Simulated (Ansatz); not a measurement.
How far is PAW off for SnO₂?

```yaml
crystal:
  lattice:
    - [4.73735, 0.00000, 0.00000]
    - [0.00000, 4.73735, 0.00000]
    - [0.00000, 0.00000, 3.21826]
  atoms:
    - { symbol: Sn, position: [0.00000, 0.00000, 0.00000] }
    - { symbol: Sn, position: [0.50000, 0.50000, 0.50000] }
    - { symbol: O, position: [0.30562, 0.30562, 0.00000] }
    - { symbol: O, position: [0.19438, 0.80562, 0.50000] }
    - { symbol: O, position: [0.69438, 0.69438, 0.00000] }
    - { symbol: O, position: [0.80562, 0.19438, 0.50000] }
```

Atom numbers follow the list: Sn1, Sn2, O3, O4, O5, O6.

The cell comes from COD entry 2101853, which wasn't checked; take it as a given geometry. The listed cell was then made from it by scaling, straining or moving an atom.

No spin–orbit coupling, which matters for the heavy atoms here.

Levels of theory: DFT, PBE, PAW with Ansatz's default frozen-core files, scalar-relativistic (Ansatz 0.2.0); DFT, PBE, all-electron PAW with datasets made for the crystal, scalar-relativistic (Ansatz 0.2.0); DFT, PBE, all-electron LAPW, scalar-relativistic (Ansatz 0.2.0).

For PAW: a Γ-centred 4×4×6 k mesh, Fermi–Dirac smearing of 0.03 eV, cutoff 420 eV, no spin polarisation. The crystal-made all-electron datasets (AE datasets) take a cutoff of 440 eV at this cell. LAPW targets a basis error of 1 meV/atom. The Ansatz runs share mesh, smearing and spin set-up. Plane-wave (PAW) pressures include the program's estimate of the Pulay term.

Stress and pressure are positive in compression.

Spin–orbit coupling is left out, which moves gradients at and beside heavy atoms by some per cent and at worst by a factor of two.

```tsv
quantity	PAW	AE datasets	LAPW
pressure (GPa)	8.15	8.11	8.11
stress xx (GPa)	8.34	8.30	8.30
stress zz (GPa)	7.77	7.74	7.74
force on O3, x (eV/Å)	0.028	0.030	0.030
band gap (eV)	1.106	1.109	1.109
field gradient Vzz at Sn1 (10²¹ V/m²)	6.51	?	–
field gradient Vzz at O3 (10²¹ V/m²)	?	?	–
```

Task: Fill in "AE datasets" for the row "field gradient Vzz at O3 (10²¹ V/m²)".

Result: -10.57.

Task: Fill in "PAW" for the row "field gradient Vzz at O3 (10²¹ V/m²)".

Result: -10.71.

Task: Fill in "AE datasets" for the row "field gradient Vzz at Sn1 (10²¹ V/m²)".

Result: 6.77.
